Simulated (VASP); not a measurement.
# Li (Pm-3n) in VASP: a series of runs, part 2 of 2

VASP 6.6.1. The steps go on from the part before.

### 3 Single point, revPBE

The input, INCAR:

```
  PREC = Accurate
  ENCUT = 520
  EDIFF = 1E-7
  ISMEAR = -1
  SIGMA = 0.1
  LREAL = F
  LASPH = T
  NELM = 80
  ALGO = Normal
  ISIF = 2
  LWAVE = F
  LCHARG = F
  GGA = RE
  NBANDS = 22
```

The input, KPOINTS:

```
Automatic mesh
0
Gamma
  5 5 5
```

The input, POSCAR:

```
Li
1.0
    5.5341650381      0.0000000000      0.0000000000
    0.0000000000      5.5341650381      0.0000000000
    0.0000000000      0.0000000000      5.5341650381
Li
8
Direct
    1.0000000000      1.0000000000      0.0000000000
    0.5000000000      0.5000000000      0.5000000000
    0.2500000000      1.0000000000      0.5000000000
    0.7500000000      1.0000000000      0.5000000000
    0.5000000000      0.2500000000      0.0000000000
    0.5000000000      0.7500000000      0.0000000000
    0.0000000000      0.5000000000      0.2500000000
    0.0000000000      0.5000000000      0.7500000000
```

Potentials or basis: VASP PAW PBE potentials, release 64 (Li_sv).

Command:

```console
$ cat potpaw_PBE.64/Li_sv/POTCAR > POTCAR
$ mpirun -np 1 vasp_std > vasp.out
```

OUTCAR:

```text
PREC = Accurate
   ENCUT = 520
   EDIFF = 1E-7
   ISMEAR = -1
   LREAL = F
   LASPH = T
   NELM = 80
   ISIF = 2
   GGA = RE

 ion  position               nearest neighbor table
   1  0.000  0.000  0.000-
   2  0.500  0.500  0.500-
   3  0.250  0.000  0.500-
   4  0.750  0.000  0.500-
   5  0.500  0.250  0.000-
   6  0.500  0.750  0.000-
   7  0.000  0.500  0.250-
   8  0.000  0.500  0.750-

  LATTYP: Found a simple cubic cell.
 ALAT       =     5.5341650381

  Lattice vectors:

 A1 = (   5.5341650381,   0.0000000000,   0.0000000000)
 A2 = (   0.0000000000,   5.5341650381,   0.0000000000)
 A3 = (   0.0000000000,   0.0000000000,   5.5341650381)

Analysis of symmetry for initial positions (statically):
=====================================================================
[... 170 lines left out ...]
  energy without entropy =      -14.30298878  energy(sigma->0) =      -14.36042188

 E-fermi :   0.6080     XC(G=0):  -6.8578

 val. band max:        0.6004586474   @ k =   0.4000   0.4000   0.2000
 cond. band min:       0.6192147571   @ k =   0.2000   0.2000   0.0000
 fundamental gap:      0.0187561097
 Fermi energy:         0.6079516186

 k-point     1 :       0.0000    0.0000    0.0000
  band No.  band energies     occupation
      1     -46.2205      2.00000
      2     -46.2124      2.00000
      3     -46.2124      2.00000
      4     -46.1968      2.00000
      5     -46.1968      2.00000
      6     -46.1968      2.00000
[... 239 lines left out ...]
     21       6.8098      0.00000
     22       6.8743      0.00000

------------------------ aborting loop because EDIFF is reached ----------------------------------------

  FORCE on cell =-STRESS in cart. coord.  units (eV):
  Direction    XX          YY          ZZ          XY          YZ          ZX
  --------------------------------------------------------------------------------------
  -------------------------------------------------------------------------------------
  Total       -0.0804597     -0.0804597     -0.0804597      0.0000000     -0.0000000     -0.0000000
  in kB       -0.7605585     -0.7605585     -0.7605585      0.0000000     -0.0000000     -0.0000000
  external PRESSURE =      -0.7605585 kB  Pullay stress =       0.0000000 kB

 VOLUME and BASIS-vectors are now :
 -----------------------------------------------------------------------------
  energy-cutoff  :      520.00
  volume of cell :      169.49
      direct lattice vectors                 reciprocal lattice vectors
     5.534165038  0.000000000  0.000000000     0.180695732  0.000000000  0.000000000
     0.000000000  5.534165038  0.000000000     0.000000000  0.180695732  0.000000000
     0.000000000  0.000000000  5.534165038     0.000000000  0.000000000  0.180695732

 POSITION                                       TOTAL-FORCE (eV/Angst)
 -----------------------------------------------------------------------------------
      0.00000      0.00000      0.00000        -0.000000      0.000000     -0.000000
      2.76708      2.76708      2.76708        -0.000000      0.000000     -0.000000
      1.38354      0.00000      2.76708         0.000000     -0.000000      0.000000
      4.15062      0.00000      2.76708        -0.000000      0.000000     -0.000000
      2.76708      1.38354      0.00000         0.000000      0.000000     -0.000000
      2.76708      4.15062      0.00000         0.000000      0.000000      0.000000
      0.00000      2.76708      1.38354         0.000000     -0.000000     -0.000000
      0.00000      2.76708      4.15062        -0.000000      0.000000      0.000000
 -----------------------------------------------------------------------------------
    total drift:                                0.000000     -0.000000     -0.000000

  FREE ENERGIE OF THE ION-ELECTRON SYSTEM (eV)
  ---------------------------------------------------
  free  energy   TOTEN  =       -14.4178549776 eV

  energy  without entropy=      -14.3029887769  energy(sigma->0) =      -14.36042188
```

OSZICAR:

```text
N       E                     dE             d eps       ncg     rms          rms(c)
DAV:   1     0.126364248459E+03    0.12636E+03   -0.10194E+04   440   0.107E+03
DAV:   2     0.187714059667E+02   -0.10759E+03   -0.10211E+03   454   0.280E+02
DAV:   3    -0.105456425299E+02   -0.29317E+02   -0.29001E+02   874   0.663E+01
DAV:   4    -0.139369133555E+02   -0.33913E+01   -0.33800E+01   654   0.446E+01
DAV:   5    -0.144258098846E+02   -0.48890E+00   -0.48882E+00   770   0.901E+00    0.661E-01
DAV:   6    -0.144217948948E+02    0.40150E-02   -0.53082E-02   624   0.179E+00    0.383E-01
DAV:   7    -0.144178546853E+02    0.39402E-02   -0.87598E-03   810   0.495E-01    0.846E-02
DAV:   8    -0.144178547279E+02   -0.42657E-07   -0.25458E-04   680   0.121E-01    0.954E-03
DAV:   9    -0.144178539245E+02    0.80346E-06   -0.11727E-05   698   0.251E-02    0.283E-03
DAV:  10    -0.144178532141E+02    0.71030E-06   -0.41810E-07   594   0.523E-03    0.235E-03
DAV:  11    -0.144178550257E+02   -0.18115E-05   -0.26253E-07   530   0.365E-03    0.328E-04
DAV:  12    -0.144178552918E+02   -0.26607E-06   -0.29151E-08   394   0.152E-03    0.340E-04
DAV:  13    -0.144178549928E+02    0.29896E-06   -0.82594E-09   394   0.803E-04    0.165E-05
DAV:  14    -0.144178549776E+02    0.15164E-07   -0.32111E-09   364   0.451E-04
   1 F= -.14417855E+02 E0= -.14360422E+02  d E =-.114866E+00
```

It took 43 s on 1 thread of Intel Xeon Platinum 8488C (Sapphire Rapids), shared host; peak memory 0.25 GiB.

Results:

| Property | Result |
| --- | --- |
| Free energy | -14.4179 eV |
| Band gap on the k mesh | none (metal or under the smearing width) |

Levels at points of the mesh, in eV from the Fermi level:
```
           k point  band 8  band 9  band 10  band 11  band 12  band 13  band 14  band 15  band 16  band 17
(0.00, 0.00, 0.00)  -46.80   -3.55    -0.31    -0.31    -0.31     0.55     0.55     0.78     3.54     3.54
```

Caveat: the cutoff is under 1.25 times the usual one of these potentials, so pressure, stress and relaxed cells hold a basis-set (Pulay) error; the PAW data sets were made with another functional, which shifts forces and pressure a little.

### 4 Relaxation of cell and atoms, revPBE

This run uses another cell than the first one, of 21.61 Å³/atom, 1.020 times its volume.

The input, INCAR:

```
PREC = Accurate ; ENCUT = 600
EDIFF = 1E-6 ; ISMEAR = -1
SIGMA = 0.1 ; LREAL = F
LASPH = T ; NELM = 80
ALGO = Normal ; ISIF = 3
LWAVE = F ; LCHARG = F
GGA = RE ; IBRION = 2
NSW = 80 ; EDIFFG = -0.01
```

KPOINTS is that of step 3.

The input, POSCAR:

```
Li
1.0
    5.5706665117      0.0000000000      0.0000000000
    0.0000000000      5.5706665117      0.0000000000
    0.0000000000      0.0000000000      5.5706665117
Li
8
Direct
    0.0000000000      0.0000000000      0.0000000000
    0.5000000000      0.5000000000      0.5000000000
    0.2500000000      0.0000000000      0.5000000000
    0.7500000000      0.0000000000      0.5000000000
    0.5000000000      0.2500000000      0.0000000000
    0.5000000000      0.7500000000      0.0000000000
    0.0000000000      0.5000000000      0.2500000000
    0.0000000000      0.5000000000      0.7500000000
```

Command:

```console
$ cat potpaw_PBE.64/Li_sv/POTCAR > POTCAR
$ mpirun -np 1 vasp_std > vasp.out
```

Wall time 84 s (1 thread of Intel Xeon Platinum 8488C (Sapphire Rapids), shared host); peak memory 0.32 GiB.

Results (log left out):

```yaml
Free_energy: -14.4237 eV
Relaxed_volume: 20.98 Å³/atom
Relaxed_cell: a = 5.516 Å, b = 5.516 Å, c = 5.516 Å, α = 90.00°, β = 90.00°, γ = 90.00°
Space_group_after_relaxing_to_0.05_Å: Pm-3n (No. 223)
Energy_gained_by_relaxing: 0.8 meV/atom
Ionic_steps: 3
Pressure_after_relaxing: 0.0 GPa
Band_gap_on_the_k_mesh: none (metal or under the smearing width)
```

Step by step:
```
step  energy change (eV)  largest force (eV/Å)  pressure (GPa)  volume (Å³)
   1              0.0000                0.0000           -0.38       172.87
   2             -0.0027                0.0000           -0.29       171.60
   3             -0.0065                0.0000           -0.03       167.82
```

Final structure:
```
Li
1.0
     5.51586    0.00000    0.00000
     0.00000    5.51586    0.00000
     0.00000    0.00000    5.51586
Li
8
Direct
  0.00000 0.00000 0.00000
  0.50000 0.50000 0.50000
  0.25000 0.00000 0.50000
  0.75000 0.00000 0.50000
  0.50000 0.25000 0.00000
  0.50000 0.75000 0.00000
  0.00000 0.50000 0.25000
  0.00000 0.50000 0.75000
```

Levels at points of the mesh, in eV from the Fermi level:
```csv
k point,band 10,band 11,band 12,band 13,band 14,band 15
"(0.00, 0.00, 0.00)",-0.31,-0.31,-0.31,0.56,0.56,0.79
```

Caveat: the cutoff is under 1.25 times the usual one of these potentials, so pressure, stress and relaxed cells hold a basis-set (Pulay) error; the PAW data sets were made with another functional, which shifts forces and pressure a little.

### 5 The runs side by side

```csv
task,cell,k mesh,cutoff (eV),gap on the mesh (eV)
single point,"Pm-3n, 21.19 Å³/atom",6 × 6 × 6,520,none
single point,"Pm-3n, 21.19 Å³/atom",5 × 5 × 5,520,none
relaxation of cell and atoms,relaxed,5 × 5 × 5,600,none
```

Alike in all rows: level revPBE; potentials or basis VASP PAW PBE potentials, release 64 (Li_sv); no spin polarisation; smearing fermi-dirac 0.1 eV.

Caveats: the cutoff is under 1.25 times the usual one of these potentials, so pressure, stress and relaxed cells hold a basis-set (Pulay) error; the PAW data sets were made with another functional, which shifts forces and pressure a little.

Total energies depend on the potentials used, so only differences within one code and one set of settings carry meaning.
